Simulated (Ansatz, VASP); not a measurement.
# One calculation of F, two programs

```xyz
1
Lattice="0.0000 1.5889 1.5889 1.5889 0.0000 1.5889 1.5889 1.5889 0.0000" Properties=species:S:1:pos:R:3 pbc="T T T"
F     0.0000    0.0000    0.0000
```

Change from the starting cell: volume scaled by 0.78, LAPW.

Alike in both runs: task single point; functional PBE; k mesh 17 × 17 × 17; occupations fermi-dirac, width 0.1 eV; no spin polarisation.

```csv
,VASP,Ansatz
version,VASP 6.6.1,Ansatz 0.2.0
potentials or method,"VASP PAW PBE potentials, release 64 (F), cutoff 520 eV","all-electron LAPW, scalar-relativistic"
```

VASP gave:

| Property | Result |
| --- | --- |
| pressure (GPa) | 22.2 |

**Question.** What did Ansatz give for the same quantities?

**Answer.** Pressure (GPa): 23.1.

Ansatz ran all-electron here, so the differences hold the error of VASP's frozen core and of both bases.

Caveats: so large a pressure means that the cell lies far from this level's equilibrium, or that cutoff or potentials fall short (VASP); an odd number of electrons without spin polarisation forces a metal; a magnetic or distorted state may lie lower.
